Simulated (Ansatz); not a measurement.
# Mo (Im-3m) in Ansatz: a series of runs

One crystal, Mo, is run at these levels: PBE+D3(BJ)-ATM, PBE+D4; tasks: relaxation of cell and atoms.

Program: Ansatz 0.2.0. These are calculated values, not measurements. Logs are shortened: lines on timing, memory, paths and dates and some standing lists are left out, and cuts for length are marked.

### 1 The structure

Symmetry: Im-3m, No. 229, cubic system. The conventional cell has a = 3.168 Å, b = 3.168 Å, c = 3.168 Å, α = 90.00°, β = 90.00°, γ = 90.00°. Mo (site symmetry m-3m) has 8 Mo at 2.74 Å as nearest neighbours.

### 2 Relaxation of cell and atoms, PBE+D3(BJ)-ATM

Input file input.yaml:

```yaml
crystal:
  lattice:
    - [-1.5838089719, 1.5838089719, 1.5838089719]
    - [1.5838089719, -1.5838089719, 1.5838089719]
    - [1.5838089719, 1.5838089719, -1.5838089719]
  atoms:
    - { symbol: Mo, position: [0.0, 0.0, 0.0] }
hamiltonian:
  xc: pbe
  pseudopotentials: { kind: paw }
  dispersion: d3bjatm
kpoints:
  mp_grid: { grid: [12, 12, 12] }
scf:
  occupations: { method: fermi_dirac, width: 0.05 }
output:
  forces: true
  stress: true
  eigenvalues: true
  write_density: true
  write_potential: true
  elf: true
  volumetric_format: npy
relax:
  f_tol: 0.01
  max_steps: 40
  cell: { stress_tol: 0.05 }
```

Potentials or basis: Ansatz PAW.

Launch:

```sh
> ansatz run input.yaml --threads 2 --pin off --max-ram 5632MiB --backend cpu --events-out ev --progress --plain --runs-dir out
```

Standard output:

```text
Warning: RAYON_NUM_THREADS=2 ignored (pool sized by the plan → 2); use --threads N
Engine: ansatz 0.2.0, aarch64-unknown-linux-gnu
Pseudopotentials: kind: paw
Pseudopotential: Mo, paw, valence charge 14, recommended cutoff 420 eV (normal), Mo.paw.azcp
Functional definition: PBE
  parameter kappa = 0.804
  parameter beta = 0.06672455060314922
  exchange = pbe_x(kappa = kappa, mu = beta*pi^2/3)
  correlation = pbe_c(beta = beta)
Crystal: 1 atoms, lattice volume = 15.892 Å³
Basis set: ecut = 420 eV, 321 PW (Γ), exchange–correlation on 40×40×40 points (8 copies of the dense FFT grid, shifted against one another)
Bands: 11, of which v1, the nominal top of the filled ones, is band 7 counted from 1 (6 counted from 0)
Symmetry: 48 space group operations
Space group: Im-3m (ITA 229), of the structure as read, at distance tolerance 2.5e-5 Å
k-points: 72 of 1728
Non-local potential: Mo, projectors of the file, l = 0: 3, l = 1: 2, l = 2: 2, l = 3: 1
PAW form: soft (Blöchl's): semilocal exchange-correlation on the pseudo side does not see the compensation charge
PAW one-centre angular grid: Mo, 590 points (default); XC on 64 Gauss nodes
Initial density: superposition of atomic densities (neutral atoms: chi_scale 0, normalization atom), corrected by the library's trained network
Initial wavefunctions: pseudopotential atomic-orbital guess
Functional: x = pbe(κ = 0.804, μ = 0.2195149727645171), c = pbe(β = 0.06672455060314922)
SCF iter   1: F=—  HF=-4956.667897 eV  |F-HF|=—  |Δ(HF+E_count)|=         —  Δρ=1.95e-3  dr2=3.61e-4  ethr=1.77e-3  ⟨swp⟩=5.1  Hψ=4640  notcnv=0
preconditioner: auto → none  [metal: Δε(μ)=0.069 eV  Ē_g=8.198 eV  σ=0.050 eV  W_gap=0.32  n_scr=0 (ndim 8)  ℏωp=22.8 eV  f_vac=0.000  D(μ)=0.32/eV (n_scr^D=0)]
SCF iter   2: F=—  HF=-4956.667923 eV  |F-HF|=—  |Δ(HF+E_count)|=   2.55e-5  Δρ=1.00e-3  dr2=5.86e-5  ethr=2.58e-6  ⟨swp⟩=2.6  Hψ=1900  notcnv=0
SCF iter   3: F=—  HF=-4956.667943 eV  |F-HF|=—  |Δ(HF+E_count)|=   2.06e-5  Δρ=2.46e-4  dr2=5.61e-6  ethr=4.19e-7  ⟨swp⟩=2.3  Hψ=1289  notcnv=0
SCF iter   4: F=—  HF=-4956.667945 eV  |F-HF|=—  |Δ(HF+E_count)|=   1.55e-6  Δρ=4.75e-5  dr2=1.25e-7  ethr=4.01e-8  ⟨swp⟩=2.2  Hψ=975  notcnv=0
iter 5 did not close the SCF: its close was put off for the readings that it lacked (scf_convergence_deferred on its scf_iter line)
SCF iter   5: F=-4956.667945 eV  HF=-4956.667945 eV  |F-HF|=1.42e-8  |Δ(HF+E_count)|=   1.58e-8  Δρ=1.77e-5  dr2=1.99e-8  ethr=8.90e-10  ⟨swp⟩=2.0  Hψ=1294  notcnv=0
SCF iter   6: F=-4956.667945 eV  HF=-4956.667945 eV  |F-HF|=1.54e-9  |Δ(HF+E_count)|=   6.37e-9  Δρ=6.37e-6  dr2=2.20e-9  ethr=1.42e-10  ⟨swp⟩=4.3  Hψ=3967  notcnv=0
SCF 1 converged in 6 iterations: F = -4956.667945 eV  dr2 = 2.20e-9
relax step   1: F+E_penalty+E_count = -4956.66794505 eV  Δ(F+E_penalty+E_count) = +0.000e0 eV  max|allowed force component| = 0.000e0 eV/Å  Δτ_max = 0.0000 Å  P = -7.850 GPa  Ω = 15.892 Å³  (6 SCF iters, dr2 threshold 1.00e-7 eV, accepted)
Crystal: 1 atoms, lattice volume = 14.449 Å³
Initial density: handed on by an earlier stage of this run
Initial wavefunctions: those handed on with the density
iter 1 solved again at ethr=1.14e-5 eV; its pass at ethr=3.10e-3 eV (dr2=1.60e-3 eV) is discarded
SCF iter   1: F=—  HF=-4956.620054 eV  |F-HF|=—  |Δ(HF+E_count)|=         —  Δρ=5.64e-3  dr2=1.52e-3  ethr=1.14e-5  ⟨swp⟩=2.1  Hψ=6279  notcnv=0
preconditioner: auto → none  [insulator: Δε(μ)=0.191 eV  Ē_g=9.015 eV  σ=0.050 eV  W_gap=0.68  n_scr=0 (ndim 8)  ℏωp=23.9 eV  f_vac=0.000  D(μ)=0.21/eV (n_scr^D=0)  ε∞_Penn≈8.0]
SCF iter   2: F=—  HF=-4956.620799 eV  |F-HF|=—  |Δ(HF+E_count)|=   7.45e-4  Δρ=2.85e-3  dr2=3.63e-4  ethr=1.09e-5  ⟨swp⟩=1.0  Hψ=792  notcnv=0
SCF iter   3: F=—  HF=-4956.621083 eV  |F-HF|=—  |Δ(HF+E_count)|=   2.85e-4  Δρ=1.92e-4  dr2=4.10e-6  ethr=2.59e-6  ⟨swp⟩=1.5  Hψ=957  notcnv=0
SCF iter   4: F=—  HF=-4956.621083 eV  |F-HF|=—  |Δ(HF+E_count)|=   5.12e-7  Δρ=5.73e-5  dr2=1.09e-7  ethr=2.93e-8  ⟨swp⟩=2.0  Hψ=1267  notcnv=0
SCF iter   5: F=-4956.621083 eV  HF=-4956.621083 eV  |F-HF|=2.21e-9  |Δ(HF+E_count)|=   4.87e-8  Δρ=6.79e-6  dr2=3.97e-9  ethr=7.14e-10  ⟨swp⟩=7.7  Hψ=4651  notcnv=0
SCF 2 converged in 5 iterations: F = -4956.621083 eV  dr2 = 3.97e-9
relax step   2: F+E_penalty+E_count = -4956.62108281 eV  Δ(F+E_penalty+E_count) = +4.686e-2 eV  max|allowed force component| = 0.000e0 eV/Å  Δτ_max = 0.0000 Å  P = +20.711 GPa  Ω = 14.449 Å³  energy of the carried Pulay correction = +4.373e-4 eV  (5 SCF iters, dr2 threshold 1.00e-7 eV, rejected (line search))
Crystal: 1 atoms, lattice volume = 15.467 Å³
iter 1 solved again at ethr=6.07e-6 eV; its pass at ethr=3.10e-3 eV (dr2=8.50e-4 eV) is discarded
SCF iter   1: F=—  HF=-4956.679231 eV  |F-HF|=—  |Δ(HF+E_count)|=         —  Δρ=4.04e-3  dr2=8.48e-4  ethr=6.07e-6  ⟨swp⟩=2.2  Hψ=6187  notcnv=0
preconditioner: auto → none  [metal: Δε(μ)=0.078 eV  Ē_g=8.423 eV  σ=0.050 eV  W_gap=0.35  n_scr=0 (ndim 8)  ℏωp=23.1 eV  f_vac=0.000  D(μ)=0.30/eV (n_scr^D=0)]
SCF iter   2: F=—  HF=-4956.679668 eV  |F-HF|=—  |Δ(HF+E_count)|=   4.37e-4  Δρ=2.02e-3  dr2=2.05e-4  ethr=6.06e-6  ⟨swp⟩=1.0  Hψ=792  notcnv=0
SCF iter   3: F=—  HF=-4956.679832 eV  |F-HF|=—  |Δ(HF+E_count)|=   1.64e-4  Δρ=7.58e-5  dr2=2.08e-7  ethr=1.46e-6  ⟨swp⟩=1.6  Hψ=1021  notcnv=0
SCF iter   4: F=—  HF=-4956.679833 eV  |F-HF|=—  |Δ(HF+E_count)|=   9.74e-7  Δρ=1.20e-5  dr2=2.15e-8  ethr=1.48e-9  ⟨swp⟩=2.0  Hψ=1297  notcnv=0
SCF iter   5: F=—  HF=-4956.679833 eV  |F-HF|=—  |Δ(HF+E_count)|=   8.24e-9  Δρ=2.73e-6  dr2=6.45e-10  ethr=1.54e-10  ⟨swp⟩=2.0  Hψ=1184  notcnv=0
SCF iter   6: F=-4956.679833 eV  HF=-4956.679833 eV  |F-HF|=8.19e-12  |Δ(HF+E_count)|=  1.94e-10  Δρ=5.30e-7  dr2=8.34e-12  ethr=1.00e-12  ⟨swp⟩=3.9  Hψ=3681  notcnv=0
SCF 3 converged in 6 iterations: F = -4956.679833 eV  dr2 = 8.34e-12
relax step   3: F+E_penalty+E_count = -4956.67983328 eV  Δ(F+E_penalty+E_count) = -1.189e-2 eV  max|allowed force component| = 0.000e0 eV/Å  Δτ_max = 0.0000 Å  P = -0.864 GPa  Ω = 15.467 Å³  energy of the carried Pulay correction = +1.245e-4 eV  (6 SCF iters, accepted)
Crystal: 1 atoms, lattice volume = 15.420 Å³
iter 1 solved again at ethr=1.72e-8 eV; its pass at ethr=3.10e-3 eV (dr2=2.41e-6 eV) is discarded
SCF iter   1: F=—  HF=-4956.679978 eV  |F-HF|=—  |Δ(HF+E_count)|=         —  Δρ=1.83e-4  dr2=1.88e-6  ethr=1.72e-8  ⟨swp⟩=2.1  Hψ=5561  notcnv=0
preconditioner: auto → none  [metal: Δε(μ)=0.083 eV  Ē_g=8.449 eV  σ=0.050 eV  W_gap=0.37  n_scr=0 (ndim 8)  ℏωp=23.2 eV  f_vac=0.000  D(μ)=0.29/eV (n_scr^D=0)]
SCF iter   2: F=—  HF=-4956.679978 eV  |F-HF|=—  |Δ(HF+E_count)|=   6.09e-7  Δρ=9.44e-5  dr2=4.44e-7  ethr=1.34e-8  ⟨swp⟩=1.0  Hψ=792  notcnv=0
SCF iter   3: F=-4956.679978 eV  HF=-4956.679978 eV  |F-HF|=2.58e-8  |Δ(HF+E_count)|=   3.11e-7  Δρ=1.46e-5  dr2=3.11e-8  ethr=7.14e-10  ⟨swp⟩=5.1  Hψ=4357  notcnv=0
SCF 4 converged in 3 iterations: F = -4956.679978 eV  dr2 = 3.11e-8
relax step   4: F+E_penalty+E_count = -4956.67997846 eV  Δ(F+E_penalty+E_count) = -1.452e-4 eV  max|allowed force component| = 0.000e0 eV/Å  Δτ_max = 0.0000 Å  P = -0.011 GPa  Ω = 15.420 Å³  energy of the carried Pulay correction = +1.387e-4 eV  (3 SCF iters, dr2 threshold 1.00e-7 eV, accepted)
Initial wavefunctions: pseudopotential atomic-orbital guess (no wavefunctions were taken with the density)
iter 1 solved again at ethr=1.80e-8 eV; its pass at ethr=3.10e-3 eV (dr2=2.52e-6 eV) is discarded
SCF iter   1: F=—  HF=-4956.679833 eV  |F-HF|=—  |Δ(HF+E_count)|=         —  Δρ=6.96e-5  dr2=1.12e-7  ethr=1.80e-8  ⟨swp⟩=3.2  Hψ=7019  notcnv=0
SCF iter   2: F=—  HF=-4956.679832 eV  |F-HF|=—  |Δ(HF+E_count)|=   1.08e-6  Δρ=3.35e-5  dr2=2.19e-8  ethr=8.00e-10  ⟨swp⟩=1.5  Hψ=880  notcnv=0
SCF iter   3: F=—  HF=-4956.679832 eV  |F-HF|=—  |Δ(HF+E_count)|=   1.70e-8  Δρ=4.13e-6  dr2=8.35e-10  ethr=1.56e-10  ⟨swp⟩=3.0  Hψ=1298  notcnv=0
SCF iter   4: F=—  HF=-4956.679832 eV  |F-HF|=—  |Δ(HF+E_count)|=  1.47e-10  Δρ=1.05e-6  dr2=4.26e-11  ethr=5.97e-12  ⟨swp⟩=2.3  Hψ=1079  notcnv=0
SCF iter   5: F=-4956.679832 eV  HF=-4956.679832 eV  |F-HF|=0.00e0  |Δ(HF+E_count)|=  4.18e-11  Δρ=8.67e-8  dr2=3.09e-13  ethr=1.00e-12  ⟨swp⟩=4.9  Hψ=2808  notcnv=0
SCF 5 converged in 5 iterations: F = -4956.679832 eV  dr2 = 3.09e-13
relax step   5: F+E_penalty+E_count = -4956.67983202 eV  Δ(F+E_penalty+E_count) = +1.464e-4 eV  max|allowed force component| = 0.000e0 eV/Å  Δτ_max = 0.0000 Å  P = -0.007 GPa  Ω = 15.420 Å³  stress off target by 7.32e-3 GPa  SCF on the basis re-selected at this cell (its energy is not comparable with the rows above)  (5 SCF iters)
basis re-selected at this cell: Δ(F+E_penalty+E_count) = +1.464e-4 eV, ΔP = +0.004 GPa vs the last step (what re-selecting the basis moved, of the pressure what is left beyond the Pulay correction that the steps carried, after the strain that the cell walked since its last selection, with what the two solves' SCF thresholds leave and, on support functions, any second-order correction that the steps lacked; it is no measure of the basis error at this ecutwfc). This SCF's stress stands 7.32e-3 GPa from its target on what of the cell is left free (relax.cell.stress_tol is 5.00e-2 GPa) and its largest allowed force component is 0.00e0 eV/Å (relax.f_tol is 1.00e-2 eV/Å): within both
SCF converged after 5 iterations
Free energy (F): -4956.679832 eV
Harris-Foulkes:  -4956.679832 eV  (|F-HF|=0.00e0)
Internal energy: -4956.677464 eV  (E = F + TS)
E sigma→0 (E₀):  -4956.678648 eV
Entropy (-TS):   -0.002369 eV (-2.369 meV/atom)
Fermi energy:    21.392405 eV
--- Per-component energies (eV) ---
  E_band       = -50.357872
  E_kinetic    = 441.667731
  E_local      = -773.970367  (includes V_loc(G=0)·N_el)
  E_nonlocal   = 142.686597
  E_hartree    = 256.372170
  E_xc         = -183.853584
  E_vxc        = -229.503191  (∫ρ·V_xc dr)
  E_paw        = -3201.285421  (= ΣΔE_a)
  E_vpaw       = -143.983016  (= ΣTr[D̂ρ^β])
  E_aug_tail   = 0.000046  (compensation charges beyond the density's cutoff)
  E_ewald      = -1637.645769
  E_disp       = -0.648866  (pairwise vdW)
  E_smearing   = -0.002369  (= −TS)
  E_closure    = 0.000000  (closes the sum)
  Σ components = -4956.679832   (vs F -4956.679832, Δ=0.00e0)
--- Forces (eV/Å), atoms counted from 1 ---
  atom   1  Mo    -0.00000000     0.00000000     0.00000000
  max |Σ_I F_I| component: 5.85e-32 eV/Å
--- Stress (GPa, compression-positive) ---
       -0.007320       0.000000      -0.000000
        0.000000      -0.007320      -0.000000
        0.000000      -0.000000      -0.007320
  P = ⅓ Tr σ = -0.0073 GPa (-0.073 kbar)
--- Band table (eV; the first three rows and the last of 72) ---
  k-point 0: bands = ["-39.8426", "-13.0700", "-13.0700", "-13.0700", "14.1707", "20.0524", "20.0524", "20.0524", "23.1258", "23.1258", "36.1538"]
  k-point 1: bands = ["-39.8242", "-13.1749", "-13.1023", "-13.0708", "14.4790", "19.8787", "20.0199", "20.3454", "22.8820", "23.1314", "36.3765"]
  k-point 2: bands = ["-39.7739", "-13.4556", "-13.1895", "-13.0730", "15.2895", "19.4376", "19.8698", "21.1966", "22.5425", "23.1720", "36.7041"]
  k-point 71: bands = ["-39.3673", "-14.0747", "-14.0747", "-14.0747", "15.9016", "15.9016", "25.4970", "25.4970", "25.4970", "30.5997", "30.5997"]
--- Relaxed structure (4 steps of the walk, 3 accepted, 1 SCFs on fresh bases) ---
  F+E_penalty+E_count = -4956.67983202 eV   max|allowed force component| = 0.000e0 eV/Å   (the final SCF, on the basis selected at the relaxed cell)
  cell:  # Å, volume = 15.4196 Å³
    - [-1.5679702843595253, 1.5679702843595253, 1.5679702843595253]
    - [1.5679702843595253, -1.5679702843595253, 1.5679702843595253]
    - [1.5679702843595253, 1.5679702843595253, -1.5679702843595253]
  atoms:
    - { symbol: Mo, position: [0.0, 0.0, 0.0] }
```

It took 3 s on 2 threads of Arm Neoverse V2, shared host; peak memory 0.27 GiB.

Results:

- Free energy: -4956.6798 eV
- Relaxed volume: 15.42 Å³/atom
- Relaxed cell: a = 2.716 Å, b = 2.716 Å, c = 2.716 Å, α = 109.47°, β = 109.47°, γ = 109.47°
- Space group after relaxing (to 0.05 Å): Im-3m (No. 229)
- Energy gained by relaxing: 11.9 meV/atom
- Ionic steps: 4
- Pressure after relaxing: 0.0 GPa
- Band gap on the k mesh: none (metal or under the smearing width)

The path:
| step | energy change (eV) | largest force (eV/Å) | volume (Å³) |
| --- | --- | --- | --- |
| 1 | 0.0000 | 0.0000 | 15.89 |
| 2 | -0.0119 | 0.0000 | 15.47 |
| 3 | -0.0120 | 0.0000 | 15.42 |
| 4 | -0.0119 | 0.0000 | 15.42 |

Final structure:
```xyz
1
Lattice="-1.5680 1.5680 1.5680 1.5680 -1.5680 1.5680 1.5680 1.5680 -1.5680" Properties=species:S:1:pos:R:3 pbc="T T T"
Mo    0.0000    0.0000    0.0000
```

Levels at points of the mesh, in eV from the Fermi level:
| k point | band 4 | band 5 | band 6 | band 7 | band 8 | band 9 | band 10 | band 11 |
| --- | --- | --- | --- | --- | --- | --- | --- | --- |
| (0.00, 0.00, 0.00) | -34.46 | -7.22 | -1.34 | -1.34 | -1.34 | 1.73 | 1.73 | 14.76 |
| (0.00, 0.00, -0.50) | -34.48 | -5.35 | -3.41 | 1.72 | 1.77 | 2.41 | 4.89 | 11.88 |
| (-0.50, -0.50, -0.50) | -35.47 | -5.49 | -5.49 | 4.10 | 4.10 | 4.10 | 9.21 | 9.21 |

Caveat: the plane-wave basis is chosen anew once the cell has moved, so the energies of steps on either side of that aren't comparable; pairwise dispersion overbinds metals, which lowers pressure and volume.

[end of part 1 of 2]
